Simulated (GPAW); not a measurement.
# Sc in GPAW: convergence with plane-wave cutoff (eV)

Input of the first run (plane-wave cutoff (eV) 200); the others differ in this setting and in those tied to it:

File run.py:

```python
from ase.dft.bandgap import bandgap
from ase.io import read, write
from ase.units import GPa
from gpaw import GPAW, PW

atoms = read('POSCAR')

calc = GPAW(mode=PW(200),
            xc='PBE',
            kpts={'size': (10, 10, 10), 'gamma': True},
            occupations={'name': 'fermi-dirac', 'width': 0.05},
            nbands=14,
            convergence={'density': 1e-05, 'energy': 1e-05},
            maxiter=100,
            txt='gpaw.txt')
atoms.calc = calc
energy = atoms.get_potential_energy()
forces = atoms.get_forces()
stress = atoms.get_stress()
calc.write('gs.gpw')
write('result.traj', atoms)
print(f'Energy: {energy:.6f} eV')
print('Forces (eV/A):')
print(forces.round(4))
print('Stress (GPa):', (stress / GPa).round(3))
print('Fermi level:', round(calc.get_fermi_level(), 4), 'eV')
print(f'Gap: {bandgap(calc)[0]:.4f} eV, direct: {bandgap(calc, direct=True)[0]:.4f} eV')
```

File POSCAR:

```
Sc
1.0
    0.0000000000      2.2600000000      2.2600000000
    2.2600000000      0.0000000000      2.2600000000
    2.2600000000      2.2600000000      0.0000000000
Sc
1
Direct
    0.0000000000      0.0000000000      0.0000000000
```

Potentials or basis: GPAW PAW data sets (gpaw-data 1.2.1), pw.

Launch:

```console
$ OMP_NUM_THREADS=1 python run.py
```

This isn't the form of Sc at room conditions, which is hcp.

Hardware: 1 thread of Arm Neoverse V1, on a shared host.

```
plane-wave cutoff (eV)  energy less the tightest run, at zero smearing (meV/atom)  pressure (GPa)  SCF cycles  CPU time (s)  peak memory (GiB)
                   200                                                     456.66           -4.71           8           4.2               0.12
                   250                                                     163.42           -0.51           8           4.3               0.12
                   300                                                      53.55            2.07           8           5.1               0.12
                   350                                                      19.46            3.14           8           5.3               0.12
                   400                                                       8.34            3.50           8           5.7               0.13
                   500                                                       2.02            3.67           8           9.7               0.13
                   600                                                       0.43            3.72           8           8.7               0.14
                   800                                                       0.02            3.73           8            15               0.15
                  1000                                                       0.00            3.73           8            18               0.17
```

Against the tightest run, the energy stays within 1 meV/atom from 600 on; the pressure stays within 0.1 GPa from 500 on. The tightest run that finished is the yardstick and may itself not be fully converged.
